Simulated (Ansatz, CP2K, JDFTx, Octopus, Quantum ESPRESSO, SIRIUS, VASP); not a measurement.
**GaN: 8 runs at one level of theory**

```xyz
4
Lattice="3.1800 0.0000 0.0000 -1.5900 2.7540 0.0000 0.0000 0.0000 5.1660" Properties=species:S:1:pos:R:3 pbc="T T T"
Ga    1.5900    0.9180    2.5830
Ga    0.0000    1.8360    0.0000
N     1.5900    0.9180    4.5203
N     0.0000    1.8360    1.9373
```

Alike in all runs: task single point; functional PBEsol; k mesh 10 × 10 × 5; occupations fermi-dirac, width 0.05 eV; no spin polarisation; no spin-orbit coupling. Pressure is positive in compression and, in plane waves, holds the error of the finite cutoff, which Ansatz's Pulay term estimates and takes out.

```csv
program and potentials,plane-wave cutoff (eV),notes,pressure (GPa),largest force (eV/Å)
"Ansatz, Ansatz PAW",420,"potentials made for PBE, which Ansatz adapts in part; 9 valence electrons an atom on average; Pulay term of +0.53 GPa included",1.03,0.133
"VASP, PBE PAW files Ga_d, N, 520 eV",520,potentials made for PBE; 9 valence electrons an atom on average,0.82,0.131
"SIRIUS, PseudoDojo 0.4.1 PBEsol standard (scalar relativistic)",1152,9 valence electrons an atom on average,1.23,0.133
"Ansatz, all-electron LAPW, scalar-relativistic",-,-,1.02,0.133
"JDFTx, PseudoDojo-SR-PBEsol-0.4.1-standard with smoothed tails",1143,9 valence electrons an atom on average,1.23,0.133
"CP2K, POTENTIAL_UZH Ga GTH-PBE-q13, N GTH-PBE-q5; TZVP-MOLOPT-PBE-GTH basis",-,atomic basis; potentials made for PBE; 9 valence electrons an atom on average,4.07,0.128
"Octopus, pseudodojo_pbesol (PseudoDojo 0.4, PBEsol)",-,9 valence electrons an atom on average,-,0.132
"Quantum ESPRESSO, GBRV 1.5 PBEsol",762,12 valence electrons an atom on average,1.50,0.133
```

Force on atom 1 (Ga), eV/Å:

```
                                                     program and potentials      x      y       z
                                                         Ansatz, Ansatz PAW  0.000  0.000  -0.133
                                        VASP, PBE PAW files Ga_d, N, 520 eV  0.000  0.000  -0.131
             SIRIUS, PseudoDojo 0.4.1 PBEsol standard (scalar relativistic)  0.000  0.000  -0.133
                             Ansatz, all-electron LAPW, scalar-relativistic  0.000  0.000  -0.133
             JDFTx, PseudoDojo-SR-PBEsol-0.4.1-standard with smoothed tails  0.000  0.000  -0.133
CP2K, POTENTIAL_UZH Ga GTH-PBE-q13, N GTH-PBE-q5; TZVP-MOLOPT-PBE-GTH basis  0.000  0.000  -0.110
                        Octopus, pseudodojo_pbesol (PseudoDojo 0.4, PBEsol)  0.000  0.000  -0.132
                                          Quantum ESPRESSO, GBRV 1.5 PBEsol  0.000  0.000  -0.133
```

The pressure spans 0.82 (VASP, PBE PAW files Ga_d, N, 520 eV) to 4.07 GPa (CP2K, POTENTIAL_UZH Ga GTH-PBE-q13, N GTH-PBE-q5; TZVP-MOLOPT-PBE-GTH basis), with all-electron results at 1.02. Rows in atomic bases carry the error of their basis and grid, which can be large.

The functional is the same throughout but for its coding, so the spread measures potentials, basis and numerics; runs on potential files found faulty are left out.
